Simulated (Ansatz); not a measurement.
## LiF: what symmetry allows forces and stress to be

```
CELL_PARAMETERS angstrom
3.16318 -0.01879 0.00000
-1.59786 2.76758 0.00000
0.00000 0.00000 4.91280
ATOMIC_POSITIONS crystal
Li 0.33603 0.66801 0.38483
Li 0.66397 0.33199 0.88483
F 0.34599 0.67300 0.99017
F 0.65401 0.32700 0.49017
```

Level of theory: DFT PBE, scalar-relativistic, plane waves, PAW in Ansatz 0.2.0.

Cutoff 420 eV; k points 9×9×6 on the computed 4-atom cell (Γ-centred); Gaussian smearing, width 0.02 eV; no spin polarisation.

This distorted cell has space group Cmc2_1, with 4 operations.

Problem. Without a calculation: in which directions can each atom feel a force?

Solution. A force must be left unchanged by every operation that keeps its atom in place, so it lies in the space that those operations leave fixed. Atoms that the group maps onto each other feel forces of one size.
```csv
atom,site symmetry,operations at the site,equivalent to atom,allowed force (Cartesian)
Li1,m..,2,1,"in the plane normal to (-0.50, 0.87, 0.00)"
Li2,m..,2,1,"in the plane normal to (-0.50, 0.87, 0.00)"
F3,m..,2,3,"in the plane normal to (-0.50, 0.87, 0.00)"
F4,m..,2,3,"in the plane normal to (-0.50, 0.87, 0.00)"
```

That leaves 4 independent force components of 12, tied by 1 condition that the forces sum to zero, so 3 remain. A relaxation in this cell that keeps the symmetry moves the atoms in these directions alone.

Problem. And the stress tensor?

Solution. It must be invariant under the point group, which leaves 3 independent components: yz, xz vanish. Further linear relations between components hold in this frame.

Problem. Do the computed values obey this?

Solution. Yes. Forces (eV/Å):
```
Li1 -0.064 -0.037 -0.057
Li2  0.064  0.037 -0.057
F3  -0.092 -0.053  0.057
F4   0.092  0.053  0.057
```

Stress (GPa, compression positive, xx yy zz yz xz xy): -1.78 -1.51 -1.68 0.00 0.00 -0.23. The program imposes the same operations on density, forces and stress, so this confirms the analysis and is no independent test of the calculation.

This wurtzite form isn't the usual stable structure of the compound.